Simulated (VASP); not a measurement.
# SiO2 (Stishovite) (P4_2/mnm) in VASP: a series of runs

One crystal, SiO2 (Stishovite), is run at these levels: PBEsol, PBE, LDA; tasks: relaxation of cell and atoms.

Program: VASP 6.6.1. These are calculated values, not measurements. Logs are shortened: lines on timing, memory, paths and dates and some standing lists are left out, and cuts for length are marked.

### 1 Starting point

It takes space group P4_2/mnm (No. 136, tetragonal). The conventional cell has a = 4.117 Å, b = 4.117 Å, c = 2.656 Å, α = 90.00°, β = 90.00°, γ = 90.00°. Si (site symmetry mmm) is surrounded by 6 O at 1.75 to 1.77 Å. Around O (site symmetry m2m) lie 3 Si at 1.75 to 1.77 Å.

### 2 Relaxation of cell and atoms, PBEsol, target pressure 15 GPa, at which the enthalpy is minimised

INCAR

```
  ALGO = Normal
  EDIFF = 1E-7
  EDIFFG = -0.005
  ENCUT = 600
  GGA = PS
  IBRION = 2
  ISIF = 3
  ISMEAR = 0
  KPAR = 2
  LASPH = T
  LCHARG = F
  LREAL = F
  LWAVE = F
  NELM = 80
  NSW = 90
  PREC = Accurate
  PSTRESS = 150.0
  SIGMA = 0.03
```

KPOINTS

```
k-points
0
Gamma
  8 8 10
```

POSCAR

```
SiO2                                    
1.0
    4.1170436086      0.0000000000      0.0000000000
   -0.0000000000      4.1170436086      0.0000000000
    0.0000000000      0.0000000000      2.6556854429
  Si              O             
     2     4
Direct
     0.0000000000000000    0.0000000000000000    0.0000000000000000
     0.5000000000000000    0.5000000000000000    0.5000000000000000
     0.3042251940341311    0.3042251940341311    0.0000000000000000
     0.1957748059658690    0.8042251940341310    0.5000000000000000
     0.6957748059658690    0.6957748059658690    0.0000000000000000
     0.8042251940341310    0.1957748059658690    0.5000000000000000
```

Potentials or basis: VASP PAW PBE potentials, release 64 (Si, O).

On the command line:

```
$ cat potpaw_PBE.64/Si/POTCAR potpaw_PBE.64/O/POTCAR > POTCAR
$ mpirun -np 2 vasp_std > vasp.out
```

OUTCAR:

```text
EDIFF = 1E-7
   EDIFFG = -0.005
   ENCUT = 600
   GGA = PS
   IBRION = 2
   ISIF = 3
   ISMEAR = 0
   LASPH = T
   LREAL = F
   NELM = 80
   NSW = 90
   PREC = Accurate
   PSTRESS = 150.0

 ion  position               nearest neighbor table
   1  0.000  0.000  0.000-   4 1.75   6 1.75   4 1.75   6 1.75   5 1.77   3 1.77
   2  0.500  0.500  0.500-   3 1.75   5 1.75   3 1.75   5 1.75   4 1.77   6 1.77
   3  0.304  0.304  0.000-   2 1.75   2 1.75   1 1.77
   4  0.196  0.804  0.500-   1 1.75   1 1.75   2 1.77
   5  0.696  0.696  0.000-   2 1.75   2 1.75   1 1.77
   6  0.804  0.196  0.500-   1 1.75   1 1.75   2 1.77

  LATTYP: Found a simple tetragonal cell.
 ALAT       =     4.1170436086
 C/A-ratio  =     0.6450467120

  Lattice vectors:

 A1 = (   4.1170436086,   0.0000000000,   0.0000000000)
 A2 = (   0.0000000000,   4.1170436086,   0.0000000000)
 A3 = (   0.0000000000,   0.0000000000,   2.6556854429)

Analysis of symmetry for initial positions (statically):
=====================================================================
 Subroutine PRICEL returns:
 Original cell was already a primitive cell.

 Routine SETGRP: Setting up the symmetry group for a
 simple tetragonal supercell.

 Subroutine GETGRP returns: Found 16 space group operations
 (whereof  8 operations were pure point group operations)
 out of a pool of 16 trial point group operations.

The static configuration has the point symmetry D_2h.
 The point group associated with its full space group is D_4h.

Analysis of symmetry for dynamics (positions and initial velocities):
=====================================================================
 Subroutine PRICEL returns:
 Original cell was already a primitive cell.

 Routine SETGRP: Setting up the symmetry group for a
 simple tetragonal supercell.

 Subroutine GETGRP returns: Found 16 space group operations
 (whereof  8 operations were pure point group operations)
 out of a pool of 16 trial point group operations.

The dynamic configuration has the point symmetry D_2h.
 The point group associated with its full space group is D_4h.

 Subroutine INISYM returns: Found 16 space group operations
 (whereof  8 operations are pure point group operations),
 and found     1 'primitive' translations

----------------------------------------------------------------------------------------

                                     Primitive cell

  volume of cell :      45.0140

  direct lattice vectors                    reciprocal lattice vectors
     4.117043609  0.000000000  0.000000000     0.242892739  0.000000000  0.000000000
     0.000000000  4.117043609  0.000000000     0.000000000  0.242892739  0.000000000
     0.000000000  0.000000000  2.655685443     0.000000000  0.000000000  0.376550620

  length of vectors
     4.117043609  4.117043609  2.655685443     0.242892739  0.242892739  0.376550620

  position of ions in fractional coordinates (direct lattice)
     0.000000000  0.000000000  0.000000000
     0.500000000  0.500000000  0.500000000
     0.304225194  0.304225194  0.000000000
     0.195774806  0.804225194  0.500000000
     0.695774806  0.695774806  0.000000000
     0.804225194  0.195774806  0.500000000

  ion indices of the primitive-cell ions
   primitive index   ion index
                 1           1
                 2           2
                 3           3
                 4           4
                 5           5
                 6           6

----------------------------------------------------------------------------------------

 KPOINTS: k-points

Automatic generation of k-mesh.
 Grid dimensions read from file:
 generate k-points for:    8    8   10

 Generating k-lattice:

  Cartesian coordinates                     Fractional coordinates (reciprocal lattice)
     0.030361592  0.000000000  0.000000000     0.125000000  0.000000000  0.000000000
     0.000000000  0.030361592  0.000000000     0.000000000  0.125000000  0.000000000
     0.000000000  0.000000000  0.037655062     0.000000000  0.000000000  0.100000000

  Length of vectors
     0.030361592  0.030361592  0.037655062

  Shift w.r.t. Gamma in fractional coordinates (k-lattice)
     0.000000000  0.000000000  0.000000000

 Subroutine IBZKPT returns following result:
 ===========================================

 Found     90 irreducible k-points:

 Following reciprocal coordinates:
            Coordinates               Weight
  0.000000  0.000000  0.000000      1.000000
  0.125000  0.000000  0.000000      4.000000
  0.250000  0.000000  0.000000      4.000000
  0.375000  0.000000  0.000000      4.000000
  0.500000  0.000000  0.000000      2.000000
  0.125000  0.125000  0.000000      4.000000
[... 16 lines left out ...]
  0.375000  0.125000  0.100000     16.000000
  0.500000  0.125000  0.100000      8.000000
 [... further k-points ...]
   k-points           NKPTS =     90   k-points in BZ     NKDIM =     90   number of bands    NBANDS=     20
   number of dos      NEDOS =    301   number of ions     NIONS =      6
   total plane-waves  NPLWV =  31104
   dimension x,y,z NGX =    36 NGY =   36 NGZ =   24
   dimension x,y,z NGXF=    72 NGYF=   72 NGZF=   48
   ions per type =               2   4
   NGX,Y,Z   is equivalent  to a cutoff of  14.54, 14.54, 15.02 a.u.
   NGXF,Y,Z  is equivalent  to a cutoff of  29.07, 29.07, 30.05 a.u.
 SYSTEM =  unknown system
   PREC   = accura    normal or accurate (medium, high low for compatibility)
   ISTART =      0    job   : 0-new  1-cont  2-samecut
   ICHARG =      2    charge: 1-file 2-atom 10-const
   ISPIN  =      1    spin polarized calculation?
   LNONCOLLINEAR =      F non collinear calculations
   LSORBIT =      F    spin-orbit coupling
   LASPH  =      T    aspherical Exc in radial PAW
   ENCUT  =  600.0 eV  44.10 Ry    6.64 a.u.   8.22  8.22  5.30*2*pi/ulx,y,z
   NELM   =     80;   NELMIN=  2; NELMDL= -5     # of ELM steps
   EDIFF  = 0.1E-06   stopping-criterion for ELM
   LREAL  =      F    real-space projection
   EDIFFG = -.5E-02   stopping-criterion for IOM
   NSW    =     90    number of steps for IOM
   IBRION =      2    ionic relax: 0-MD 1-quasi-New 2-CG
   NFREE  =      1    steps in history (QN), initial steepest desc. (CG)
   ISIF   =      3    stress and relaxation
   ISYM   =      2    0-nonsym 1-usesym 2-fastsym
   POTIM  = 0.5000    time-step for ionic-motion
   TEBEG  =    0.0;   TEEND  =   0.0 temperature during run
   PSTRESS=  150.0 pullay stress
   NELECT =      32.0000    total number of electrons
   NUPDOWN=      -1.0000    fix difference up-down
   EMIN   =  10.00;   EMAX   =-10.00  energy-range for DOS
   EFERMI =   0.00;   METHOD = LEGACY
   ISMEAR =     0;   SIGMA  =   0.03  broadening in eV -4-tet -1-fermi 0-gaus
   EFERMI_NEDOS =   21; number of points for ismear=-14 and -15
   IALGO  =     38    algorithm
   IMIX   =      4    mixing-type and parameters
     AMIX     =   0.40;   BMIX     =  1.00
     AMIX_MAG =   1.60;   BMIX_MAG =  1.00
  volume/ion in A,a.u.               =       7.50        50.63
  Fermi-wavevector in a.u.,A,eV,Ry     =   1.461086  2.761051 29.045321  2.134771
  Thomas-Fermi vector in A             =   2.577459
   LORBIT       =      0    0 simple, 1 ext, 2 COOP (PROOUT), +10 PAW based schemes
   GGA     = PS    functional components
   LHFCALC =     F    Hartree Fock is set to
   AEXX    =    0.0000 exact exchange contribution
   IVDW    =     0    specifies the selected vdW correction
   LEPSILON=     F    determine dielectric tensor
   LRPA    =     F    only Hartree local field effects (RPA)
 conjugate gradient relaxation of ions
 non-spin polarized calculation
 Gauss-broadening in eV      SIGMA  =   0.03
  energy-cutoff  :      600.00
  volume of cell :       45.01
 maximum number of plane-waves:      1535
 NGX is ok and might be reduce to    36
   NGX = 17   NGY = 17   NGZ = 11

 number of electron      31.9999996 magnetization

 Free energy of the ion-electron system (eV)
  ---------------------------------------------------
  ext. energy  EPLUGINS =         0.00000000
  ---------------------------------------------------
  free energy    TOTEN  =       -48.89490993 eV

  energy without entropy =      -48.89490993  energy(sigma->0) =      -48.89490993

 E-fermi :   8.8197     XC(G=0): -12.7144

 val. band max:        8.6804653690   @ k =   0.0000   0.0000   0.0000
 cond. band min:      14.7663417232   @ k =   0.0000   0.0000   0.0000
 fundamental gap:      6.0858763542
 Fermi energy:         8.8197491904

 k-point     1 :       0.0000    0.0000    0.0000
  band No.  band energies     occupation
      1     -14.2542      2.00000
      2     -10.3985      2.00000
      3     -10.3985      2.00000
      4     -10.0195      2.00000
      5      -2.5903      2.00000
      6       1.9770      2.00000
[... 12 lines left out ...]
     19      17.1176      0.00000
     20      17.1176      0.00000

 k-point     2 :       0.1250    0.0000    0.0000
  band No.  band energies     occupation
      1     -14.1669      2.00000
      2     -10.8493      2.00000
      3     -10.3519      2.00000
      4      -9.7639      2.00000
      5      -2.4730      2.00000
      6       1.5015      2.00000
[... 12 lines left out ...]
     19      17.1463      0.00000
     20      17.1800      0.00000
[... 465 lines left out ...]
      3     -10.1391      2.00000
      4      -9.6940      2.00000
      5      -1.3591      2.00000
      6       0.0071      2.00000
[... 12 lines left out ...]
     19      18.0245      0.00000
     20      18.5006      0.00000

 k-point    24 :       0.5000    0.1250    0.1000
  band No.  band energies     occupation
      1     -12.7506      2.00000
      2     -12.7506      2.00000
      3      -9.9036      2.00000
      4      -9.9036      2.00000
      5      -0.7118      2.00000
      6      -0.7118      2.00000
[... 12 lines left out ...]
     19      18.4187      0.00000
     20      18.4187      0.00000

 [... further k-points ...]

------------------------ aborting loop because EDIFF is reached ----------------------------------------

  FORCE on cell =-STRESS in cart. coord.  units (eV):
  Direction    XX          YY          ZZ          XY          YZ          ZX
  --------------------------------------------------------------------------------------
  -------------------------------------------------------------------------------------
  Total        4.2181229      4.2181229      4.2194421      0.0000000      0.0000000      0.0000000
  in kB      150.1351024    150.1351024    150.1820578      0.0000000      0.0000000      0.0000000
  external PRESSURE =       0.1507542 kB  Pullay stress =     150.0000000 kB

 VOLUME and BASIS-vectors are now :
 -----------------------------------------------------------------------------
  energy-cutoff  :      600.00
  volume of cell :       45.01
      direct lattice vectors                 reciprocal lattice vectors
     4.117043609  0.000000000  0.000000000     0.242892739  0.000000000  0.000000000
     0.000000000  4.117043609  0.000000000     0.000000000  0.242892739  0.000000000
     0.000000000  0.000000000  2.655685443     0.000000000  0.000000000  0.376550620

 POSITION                                       TOTAL-FORCE (eV/Angst)
 -----------------------------------------------------------------------------------
      0.00000      0.00000      0.00000         0.000000      0.000000      0.000000
      2.05852      2.05852      1.32784         0.000000      0.000000      0.000000
      1.25251      1.25251      0.00000         0.000181      0.000181      0.000000
      0.80601      3.31103      1.32784        -0.000181      0.000181      0.000000
      2.86454      2.86454      0.00000        -0.000181     -0.000181     -0.000000
      3.31103      0.80601      1.32784         0.000181     -0.000181     -0.000000
 -----------------------------------------------------------------------------------
    total drift:                                0.000000      0.000000     -0.000000

  FREE ENERGIE OF THE ION-ELECTRON SYSTEM (eV)
  ---------------------------------------------------
  free  energy   TOTEN  =       -48.8949099275 eV

  energy  without entropy=      -48.8949099275  energy(sigma->0) =      -48.89490993

  enthalpy is  TOTEN    =       -44.6805827971 eV   P V=        4.2143271303

 reached required accuracy - stopping structural energy minimisation
```

Wall time 19 s (2 MPI ranks of Intel Xeon Platinum 8559C (Emerald Rapids), shared host); peak memory 0.21 GiB.

Results:

* Free energy: -48.8949 eV
* Pressure after relaxing: 15.0 GPa
* Band gap on the k mesh: 6.09 eV, direct

Final structure:
```
CELL_PARAMETERS angstrom
4.11704 0.00000 0.00000
0.00000 4.11704 0.00000
0.00000 0.00000 2.65569
ATOMIC_POSITIONS crystal
Si 0.00000 0.00000 0.00000
Si 0.50000 0.50000 0.50000
O 0.30423 0.30423 0.00000
O 0.19577 0.80423 0.50000
O 0.69577 0.69577 0.00000
O 0.80423 0.19577 0.50000
```

Levels at points of the mesh, in eV from the valence-band top:
| k point | band 12 | band 13 | band 14 | band 15 | band 16 | band 17 | band 18 | band 19 | band 20 |
| --- | --- | --- | --- | --- | --- | --- | --- | --- | --- |
| (0.00, 0.00, 0.00) | -3.30 | -2.53 | -0.92 | -0.92 | 0.00 | 6.09 | 6.52 | 8.44 | 8.44 |
| (0.50, 0.00, 0.00) | -4.14 | -2.79 | -2.79 | -1.10 | -1.10 | 8.00 | 8.00 | 9.04 | 9.04 |
| (0.50, 0.50, 0.00) | -3.45 | -2.90 | -2.90 | -2.41 | -2.41 | 7.69 | 7.69 | 10.15 | 10.15 |
| (0.00, 0.00, 0.50) | -4.87 | -3.38 | -3.38 | -2.83 | -2.83 | 9.46 | 9.46 | 12.74 | 12.74 |
| (0.50, 0.00, 0.50) | -4.26 | -2.37 | -2.37 | -1.88 | -1.88 | 8.98 | 8.98 | 10.20 | 10.20 |
| (0.50, 0.50, 0.50) | -4.60 | -1.78 | -1.78 | -1.67 | -1.67 | 7.41 | 7.41 | 11.18 | 11.18 |

Caveat: the relaxation stopped at its first step, so nothing moved; the cell is relaxed towards a set pressure, so the enthalpy falls and the energy may rise; the PAW data sets were made with another functional, which shifts forces and pressure a little.

### 3 Relaxation of cell and atoms, PBE

This run uses another cell than the first one, of 7.75 Å³/atom, 1.033 times its volume.

INCAR

```
SYSTEM = SiO2
  PREC = Accurate
  ENCUT = 300
  EDIFF = 1E-6
  ISMEAR = 0
  SIGMA = 0.03
  LREAL = .False.
  LASPH = .True.
  NELM = 80
  ALGO = Normal
  ISIF = 3
  LWAVE = .False.
  LCHARG = .False.
  GGA = PE
  IBRION = 2
  NSW = 90
  EDIFFG = -0.01
  KPAR = 2
```

KPOINTS

```
regular mesh
0
Gamma
  4 4 5
  0 0 0
```

POSCAR

```
SiO2
1.0
    4.1773000000      0.0000000000      0.0000000000
    0.0000000000      4.1773000000      0.0000000000
    0.0000000000      0.0000000000      2.6652000000
Si O
2 4
Direct
    0.0000000000      0.0000000000      0.0000000000
    0.5000000000      0.5000000000      0.5000000000
    0.3059000000      0.3059000000      0.0000000000
    0.1941000000      0.8059000000      0.5000000000
    0.6941000000      0.6941000000      0.0000000000
    0.8059000000      0.1941000000      0.5000000000
```

Potentials or basis: VASP PAW PBE potentials, release 64 (Si, O_s).

On the command line:

```
$ cat potpaw_PBE.64/Si/POTCAR potpaw_PBE.64/O_s/POTCAR > POTCAR
$ mpirun -np 2 vasp_std > vasp.out
```

Run time: 6.7 s. Hardware: 2 MPI ranks of Intel Xeon 6975P-C (Granite Rapids), shared host; peak memory 0.12 GiB.

These settings aren't checked as converged: the numbers below hold their error.

What came out:

| Quantity | Value |
| --- | --- |
| Free energy | -46.1719 eV |
| Relaxed volume | 7.97 Å³/atom |
| Relaxed cell | a = 4.209 Å, b = 4.209 Å, c = 2.699 Å, α = 90.00°, β = 90.00°, γ = 90.00° |
| Space group after relaxing (to 0.05 Å) | P4_2/mnm (No. 136) |
| Energy gained by relaxing | 7.2 meV/atom |
| Ionic steps | 6 |
| Band gap on the k mesh | 5.09 eV, direct |

Caveat: the k mesh is coarse (spacing up to 0.47 Å⁻¹), so the values aren't converged; the cutoff is under 1.25 times the usual one of these potentials, so pressure, stress and relaxed cells hold a basis-set (Pulay) error.

### 4 Relaxation of cell and atoms, PBE

This run uses another cell than the first one, of 7.97 Å³/atom, 1.062 times its volume.

Changes to INCAR since step 3:

```diff
@@ -3,3 +3,3 @@
   ENCUT = 300
-  EDIFF = 1E-6
+  EDIFF = 1E-7
   ISMEAR = 0
@@ -16,3 +16,3 @@
   NSW = 90
-  EDIFFG = -0.01
+  EDIFFG = -0.005
   KPAR = 2
```

KPOINTS is that of step 3.

POSCAR

```
SiO2                                    
1.0
    4.2092365704     -0.0000000000      0.0000000000
    0.0000000000      4.2092365704      0.0000000000
    0.0000000000      0.0000000000      2.6987271171
  Si              O             
     2     4
Direct
     0.0000000000000000    0.0000000000000000    0.0000000000000000
     0.5000000000000000    0.5000000000000000    0.5000000000000000
     0.3058403770437584    0.3058403770437584    0.0000000000000000
     0.1941596229562415    0.8058403770437584    0.5000000000000000
     0.6941596229562416    0.6941596229562416    0.0000000000000000
     0.8058403770437584    0.1941596229562415    0.5000000000000000
```

On the command line:

```
$ cat potpaw_PBE.64/Si/POTCAR potpaw_PBE.64/O_s/POTCAR > POTCAR
$ mpirun -np 2 vasp_std > vasp.out
```

Run time: 5.3 s. Hardware: 2 MPI ranks of Intel Xeon 6975P-C (Granite Rapids), shared host; peak memory 0.12 GiB.

These settings aren't checked as converged: the numbers below hold their error.

Results:

- Free energy: -46.1961 eV
- Relaxed volume: 7.99 Å³/atom
- Relaxed cell: a = 4.214 Å, b = 4.214 Å, c = 2.699 Å, α = 90.00°, β = 90.00°, γ = 90.00°
- Space group after relaxing (to 0.05 Å): P4_2/mnm (No. 136)
- Energy gained by relaxing: 0.0 meV/atom
- Ionic steps: 4
- Band gap on the k mesh: 5.05 eV, direct

Caveat: the k mesh is coarse (spacing up to 0.47 Å⁻¹), so the values aren't converged; the cutoff is under 1.25 times the usual one of these potentials, so pressure, stress and relaxed cells hold a basis-set (Pulay) error.

(Part 1 of 2 ends here.)
